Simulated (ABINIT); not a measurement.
Here is an ABINIT 10.8.3 (patched build) calculation.

The input run.abi:

```
# Pseudopotentials
pp_dirpath "./"
pseudos "As.upf, Ga.upf"

# Structure
acell 3*1.0
rprim
     0.0000000000     5.3419722954     5.3419722954
     5.3419722954     0.0000000000     5.3419722954
     5.3419722954     5.3419722954     0.0000000000
ntypat 2
znucl 33 31
natom 2
typat 1 2
xred
     0.7500000000     0.7500000000     0.7500000000
     0.0000000000     0.0000000000     0.0000000000

# Plane-wave basis
ecut 36.0

# k points
kptopt 1
ngkpt 6 6 6
nshiftk 1
shiftk 0.0 0.0 0.0

# Exchange and correlation
ixc 7

# Bands and occupations
nband 18
occopt 3
tsmear 0.00183747

# SCF cycle
nstep 100
tolvrs 1.0e-10

# Output
iomode 3
prtwf 0
prtden 0
prteig 0
prtebands 0
enunit 1
```

Potentials or basis: PseudoDojo NC SR LDA v0.4.1 standard.

Command:

```sh
$ abinit run.abi > log 2>&1
```

Q: Predict the band gap on the k mesh.

A: 0.28 eV, direct.

**Experimental background.**

From “Evidence of valence band perturbations in GaAsN/GaAs(001): A combined variable-angle spectroscopic ellipsometry and modulated photoreflectance investigation”, 2008, arxiv:0805.2212, for a bulk crystal of GaAs at 300 K: band gap 1.418 ± 0.005 eV (direct).

A measured gap of GaAs is 1.418 eV (direct; 300 K; “Evidence of valence band perturbations in GaAsN/GaAs(001): A combined variable-angle spectroscopic ellipsometry and modulated photoreflectance investigation”, 2008, arxiv:0805.2212); the calculated 0.28 eV misses it by -1.14 eV. So large a miss can be the level of theory's own, or it may mean another phase, state or a wrong row. 3 values of this kind are on record (1.412 to 1.51 eV); this one was drawn at random among those near their median, those with a stated uncertainty first. Spin-orbit coupling on As, Ga is left out. The value is that of LDA, without temperature or zero-point motion. Semilocal functionals fall short of measured gaps as a rule.
